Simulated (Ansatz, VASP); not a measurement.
# One calculation of W, two programs

```xyz
1
Lattice="2.2605 0.0000 0.0000 0.0000 2.2605 0.0000 0.0000 0.0000 2.2605" Properties=species:S:1:pos:R:3 pbc="T T T"
W     0.0000    0.0000    0.0000
```

Change from the starting cell: volume scaled by 0.65, LAPW.

Alike in both runs: task single point; functional PBEsol; k mesh 16 × 16 × 16; occupations fermi-dirac, width 0.1 eV; no spin polarisation.

|  | VASP | Ansatz |
| --- | --- | --- |
| version | VASP 6.6.1 | Ansatz 0.2.0 |
| potentials or method | VASP PAW PBE potentials, release 64 (W_sv), cutoff 520 eV | all-electron LAPW, scalar-relativistic |

```csv
,VASP,Ansatz,Ansatz less VASP
pressure (GPa),250.1,237.4,-12.72
```

Ansatz ran all-electron here, so the differences hold the error of VASP's frozen core and of both bases.

Caveats: the cell as given lies far from equilibrium; so large a pressure means that the cell lies far from this level's equilibrium, or that cutoff or potentials fall short (VASP); the potentials were made for another functional, which shifts forces and pressure (VASP). The runs have no spin-orbit coupling, so splittings on W are missing.
